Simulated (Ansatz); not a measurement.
## Sr under compression and expansion

```cif
data_structure
_symmetry_space_group_name_H-M 'P 1'
_symmetry_Int_Tables_number 1
_cell_length_a 4.2002
_cell_length_b 4.2002
_cell_length_c 4.2002
_cell_angle_alpha 109.471
_cell_angle_beta 109.471
_cell_angle_gamma 109.471
_cell_volume 57.04
loop_
_atom_site_label
_atom_site_type_symbol
_atom_site_fract_x
_atom_site_fract_y
_atom_site_fract_z
_atom_site_occupancy
Sr1 Sr 0.00000 0.00000 0.00000 1
```

The runs use the primitive cell with vectors (-2.425, 2.425, 2.425), (2.425, -2.425, 2.425), (2.425, 2.425, -2.425) Å, to which the k mesh refers.

The cell is a measured one (Crystallography Open Database entry 9008551); the temperature and pressure of the measurement aren't taken into account, and nothing was relaxed. It was measured hot, at 887 K.

Levels of theory: DFT, PBE, all-electron LAPW, scalar-relativistic (Ansatz 0.2.0); DFT, PBE, PAW with Ansatz's default frozen-core files, scalar-relativistic (Ansatz 0.2.0).

For LAPW: a Γ-centred 12×12×12 k mesh, Fermi–Dirac smearing of 0.05 eV, basis error target 0.25 meV/atom, no spin polarisation. PAW takes a cutoff of 420 eV at this cell. The Ansatz runs share mesh, smearing and spin set-up. Plane-wave (PAW) pressures include the program's estimate of the Pulay term.

The cell above is scaled evenly, with fractional coordinates and shape held.

```csv
V/V(cell),V (Å³/atom),"P, LAPW (GPa)","P, PAW (GPa)"
0.9405,53.648,0.05,0.05
0.9700,55.331,-0.29,-0.29
1.0000,57.042,-0.59,-0.59
1.0300,58.753,-0.85,-0.85
1.0600,60.465,-1.07,-1.07
```

Q: What do Birch–Murnaghan fits to the pressures give?

A: LAPW: V0 = 53.88 Å³/atom, B0 = 12 GPa, B0′ = 3.8; PAW: V0 = 53.88 Å³/atom, B0 = 12 GPa, B0′ = 3.8.

PAW's V0 lies 0.00 % from the all-electron value and its B0 0.0 %. Symmetry fixes shape and coordinates here, so this is the relaxed modulus.
